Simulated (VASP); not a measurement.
# MnO (P6_3mc) in VASP: a series of runs, part 2 of 2

VASP 6.6.1. The steps go on from the part before.

## (3) Single point, PBEsol, collinear spin, ferromagnetic start

File INCAR:

```
PREC = Accurate
ENCUT = 520
EDIFF = 1E-6
ISMEAR = 0
SIGMA = 0.05
LREAL = False
LASPH = True
NELM = 120
ALGO = Fast
ISIF = 2
LWAVE = False
LCHARG = False
ISPIN = 2
MAGMOM = 4 4 0 0
LORBIT = 11
LMAXMIX = 4
GGA = PS
NBANDS = 31
```

File KPOINTS:

```
Automatic mesh
0
Gamma
  6 6 4
```

File POSCAR:

```
MnO
1.0
    3.3717001900      0.0000000000      0.0000000000
   -1.6858500900      2.9199780200      0.0000000000
    0.0000000000      0.0000000000      5.3854988200
Mn O
2 2
Direct
    0.3333333333      0.6666666667      0.0109600000
    0.6666666667      0.3333333333      0.5109600000
    0.3333333333      0.6666666667      0.3754700000
    0.6666666667      0.3333333333      0.8754700000
```

Potentials or basis: VASP PAW PBE potentials, release 64 (Mn_pv, O).

On the command line:

```
$ cat potpaw_PBE.64/Mn_pv/POTCAR potpaw_PBE.64/O/POTCAR > POTCAR
$ mpirun -np 1 vasp_std > vasp.out
```

OUTCAR:

```text
PREC = Accurate
   ENCUT = 520
   EDIFF = 1E-6
   ISMEAR = 0
   LREAL = False
   LASPH = True
   NELM = 120
   ISIF = 2
   ISPIN = 2
   LORBIT = 11
   GGA = PS

 ion  position               nearest neighbor table
   1  0.333  0.667  0.011-   3 1.96   4 2.08   4 2.08   4 2.08
   2  0.667  0.333  0.511-   4 1.96   3 2.08   3 2.08   3 2.08
   3  0.333  0.667  0.375-   1 1.96   2 2.08   2 2.08   2 2.08
   4  0.667  0.333  0.875-   2 1.96   1 2.08   1 2.08   1 2.08

  LATTYP: Found a hexagonal cell.
 ALAT       =     3.3717001900
 C/A-ratio  =     1.5972650344

  Lattice vectors:

 A1 = (   3.3717001900,   0.0000000000,   0.0000000000)
 A2 = (  -1.6858500900,   2.9199780200,   0.0000000000)
 A3 = (   0.0000000000,   0.0000000000,   5.3854988200)

Analysis of symmetry for initial positions (statically):
[... 1634 lines left out ...]

------------------------ aborting loop because EDIFF is reached ----------------------------------------

  FORCE on cell =-STRESS in cart. coord.  units (eV):
  Direction    XX          YY          ZZ          XY          YZ          ZX
  --------------------------------------------------------------------------------------
  -------------------------------------------------------------------------------------
  Total       -0.4058747     -0.4058747      2.0675721     -0.0000000      0.0000000      0.0000000
  in kB      -12.2644510    -12.2644510     62.4765132     -0.0000000      0.0000000      0.0000000
  external PRESSURE =      12.6492037 kB  Pullay stress =       0.0000000 kB

 VOLUME and BASIS-vectors are now :
 -----------------------------------------------------------------------------
  energy-cutoff  :      520.00
  volume of cell :       53.02
      direct lattice vectors                 reciprocal lattice vectors
     3.371700190  0.000000000  0.000000000     0.296586275  0.171234165  0.000000000
    -1.685850090  2.919978020  0.000000000     0.000000000  0.342468331  0.000000000
     0.000000000  0.000000000  5.385498820     0.000000000  0.000000000  0.185683821

 POSITION                                       TOTAL-FORCE (eV/Angst)
 -----------------------------------------------------------------------------------
      0.00000      1.94665      0.05903        -0.000000      0.000000     -0.598481
      1.68585      0.97333      2.75177         0.000000      0.000000     -0.598481
      0.00000      1.94665      2.02209        -0.000000     -0.000000      0.598481
      1.68585      0.97333      4.71484         0.000000      0.000000      0.598481
 -----------------------------------------------------------------------------------
    total drift:                               -0.000000     -0.000000      0.001245

  FREE ENERGIE OF THE ION-ELECTRON SYSTEM (eV)
  ---------------------------------------------------
  free  energy   TOTEN  =       -34.2615882345 eV

  energy  without entropy=      -34.2612882957  energy(sigma->0) =      -34.26143827

 total charge

# of ion       s       p       d       tot
------------------------------------------
    1        0.245   6.235   4.952  11.431
    2        0.245   6.235   4.952  11.431
    3        1.551   3.441   0.000   4.993
    4        1.551   3.441   0.000   4.993
--------------------------------------------------
tot          3.592  19.352   9.903  32.848

 magnetization (x)

# of ion       s       p       d       tot
------------------------------------------
    1        0.037   0.063   4.300   4.401
    2        0.037   0.063   4.300   4.401
    3        0.019   0.180   0.000   0.199
    4        0.019   0.180   0.000   0.199
--------------------------------------------------
tot          0.113   0.487   8.601   9.200
```

stdout:

```text
POSCAR found type information on POSCAR MnO
 POSCAR found :  2 types and       4 ions
 scaLAPACK will be used
 -----------------------------------------------------------------------------
|                                                                             |
|                                                                             |
|     You enforced a specific xc type in the INCAR file but a different       |
|     I HOPE YOU KNOW WHAT YOU ARE DOING!                                     |
|                                                                             |
 -----------------------------------------------------------------------------

 LDA part: xc-table for (Slater+PW92), standard interpolation
 POSCAR, INCAR and KPOINTS ok, starting setup
 FFT: planning ... GRIDC
 FFT: planning ... GRID_SOFT
 FFT: planning ... GRID
 WAVECAR not read
 entering main loop
```

Wall time 70 s (1 thread of Intel Xeon Platinum 8488C (Sapphire Rapids), shared host); peak memory 0.22 GiB.

What came out:

```yaml
Free_energy: -34.2616 eV
Pressure: 1.3 GPa
Largest_force: 0.598 eV/Å
Band_gap_on_the_k_mesh: none (metal or under the smearing width)
Net_moment: 9.99 μB per cell
Site_moments: Mn +4.40; O +0.20 μB
Valence_electrons_inside_the_program's_atomic_spheres: Mn 11.43; O 4.99
```

Forces on the atoms (eV/Å):
```
Mn   0.000  0.000 -0.598
Mn   0.000  0.000 -0.598
O    0.000  0.000  0.598
O    0.000  0.000  0.598
```

Levels at points of the mesh, in eV from the Fermi level:
Spin up:
```tsv
k point	band 20	band 21	band 22	band 23	band 24	band 25	band 26	band 27	band 28	band 29
(0.00, 0.00, 0.00)	-1.59	-1.07	-1.07	0.01	0.01	0.07	3.59	5.52	11.42	11.42
(0.50, 0.00, 0.00)	-2.47	-2.09	-1.90	-0.87	-0.73	3.80	4.19	5.74	7.49	9.09
(0.00, 0.00, 0.50)	-1.48	-0.55	-0.55	-0.55	-0.55	1.15	1.15	8.29	8.29	11.53
(0.50, 0.00, 0.50)	-2.41	-1.31	-1.31	-1.23	-1.23	3.76	3.76	6.06	6.06	10.40
```
Spin down:
```csv
k point,band 11,band 12,band 13,band 14,band 15,band 16,band 17,band 18
"(0.00, 0.00, 0.00)",-4.94,-4.94,-4.74,-4.74,-0.15,0.91,0.91,1.06
"(0.50, 0.00, 0.00)",-5.36,-4.93,-4.85,-4.67,0.36,0.40,1.20,1.47
"(0.00, 0.00, 0.50)",-4.86,-4.86,-4.86,-4.86,1.39,1.39,1.39,1.39
"(0.50, 0.00, 0.50)",-4.95,-4.95,-4.77,-4.77,0.87,0.87,1.48,1.48
```

Caveat: the PAW data sets were made with another functional, which shifts forces and pressure a little; semilocal functionals often make such compounds metallic where correlation or magnetic order opens a gap, which also shifts bond lengths; only a ferromagnetic start was run, and an antiferromagnetic order may lie lower in energy. With open d or f shells a metallic result of PBEsol can be an artefact of self-interaction; +U or a hybrid may open a gap.

## (4) Single point, PBEsol, collinear spin, antiferromagnetic start

File INCAR:

```
SYSTEM = MnO
ALGO = Fast ; EDIFF = 1E-7
ENCUT = 520 ; GGA = PS
ISIF = 2 ; ISMEAR = 0
ISPIN = 2 ; LASPH = .True.
LCHARG = .True. ; LELF = .True.
LMAXMIX = 4 ; LORBIT = 11
LREAL = .False. ; LVHAR = .True.
LWAVE = .False. ; MAGMOM = 4 -4 0 0
NELM = 120 ; PREC = Accurate
SIGMA = 0.05
```

File KPOINTS:

```
k-points
0
Gamma
  6 6 4
  0 0 0
```

POSCAR is that of step 3.

On the command line:

```
$ cat potpaw_PBE.64/Mn_pv/POTCAR potpaw_PBE.64/O/POTCAR > POTCAR
$ mpirun -np 1 vasp_std > vasp.out
```

Run time: 72 s. Hardware: 1 thread of Intel Xeon Platinum 8488C (Sapphire Rapids), shared host; peak memory 0.21 GiB.

Results (log left out):

- Free energy: -34.8051 eV
- Pressure: -5.4 GPa
- Largest force: 0.049 eV/Å
- Band gap on the k mesh: none (metal or under the smearing width)
- Net moment: 0.00 μB per cell
- Site moments: Mn +4.21, -4.21; O -0.07, +0.07 μB
- Valence electrons inside the program's atomic spheres: Mn 11.44; O 4.98

Forces on the atoms (eV/Å):
```
Mn   0.000  0.000 -0.049
Mn   0.000  0.000 -0.049
O    0.000  0.000  0.049
O    0.000  0.000  0.049
```

Stress tensor (GPa, compression positive):
```
-5.37  0.00  0.00
 0.00 -5.37  0.00
 0.00  0.00 -5.60
```

Levels at points of the mesh, in eV from the Fermi level:
Spin up:
```tsv
k point	band 15	band 16	band 17	band 18	band 19	band 20	band 21	band 22	band 23
(0.00, 0.00, 0.00)	-2.02	-2.02	-0.85	-0.28	-0.09	-0.09	2.10	2.10	3.04
(0.50, 0.00, 0.00)	-1.93	-1.84	-1.70	-1.52	-0.71	1.58	2.13	2.27	2.51
(0.00, 0.00, 0.50)	-1.93	-1.93	-0.60	-0.01	-0.01	1.76	2.00	2.09	2.09
(0.50, 0.00, 0.50)	-1.85	-1.82	-1.65	-0.71	-0.66	1.63	1.99	2.33	2.75
```
Spin down:
```csv
k point,band 17,band 18,band 19,band 20,band 21,band 22
"(0.00, 0.00, 0.00)",-0.85,-0.28,-0.09,-0.09,2.10,2.10
"(0.50, 0.00, 0.00)",-1.70,-1.52,-0.71,1.58,2.13,2.27
"(0.00, 0.00, 0.50)",-0.60,-0.01,-0.01,1.76,2.00,2.09
"(0.50, 0.00, 0.50)",-1.65,-0.71,-0.66,1.63,1.99,2.33
```

Caveat: the PAW data sets were made with another functional, which shifts forces and pressure a little; semilocal functionals often make such compounds metallic where correlation or magnetic order opens a gap, which also shifts bond lengths. With open d or f shells a metallic result of PBEsol can be an artefact of self-interaction; +U or a hybrid may open a gap.

## (5) Summary

```csv
level,spin,U,further INCAR settings,gap on the mesh (eV),pressure (GPa),moment (μB),largest force (eV/Å)
PBEsol+U,off,Mn d U = 7 eV,ALGO = Normal; EDIFF = 1e-07,none,-20.0,-,0.39
PBEsol,"collinear, ferromagnetic start",-,ALGO = Fast; EDIFF = 1e-06; NBANDS = 31,none,1.3,9.99,0.60
PBEsol,"collinear, antiferromagnetic start",-,ALGO = Fast; EDIFF = 1e-07,none,-5.4,0.00,0.05
```

Alike in all rows: task single point; potentials or basis VASP PAW PBE potentials, release 64 (Mn_pv, O); cell as given; k mesh 6 × 6 × 4; cutoff (eV) 520; smearing gaussian 0.05 eV.

Every run on the cell as given and a fine mesh finds a metal. The pressure there spans -20.0 GPa (PBEsol+U) to 1.3 GPa (PBEsol); a positive pressure means that this level wants a larger cell, a negative one a smaller.

Caveats: the PAW data sets were made with another functional, which shifts forces and pressure a little; semilocal functionals often make such compounds metallic where correlation or magnetic order opens a gap, which also shifts bond lengths (some runs); U without spin polarisation on a metal has little footing (some runs).

Absolute energies hang on the potentials; compare differences alone.
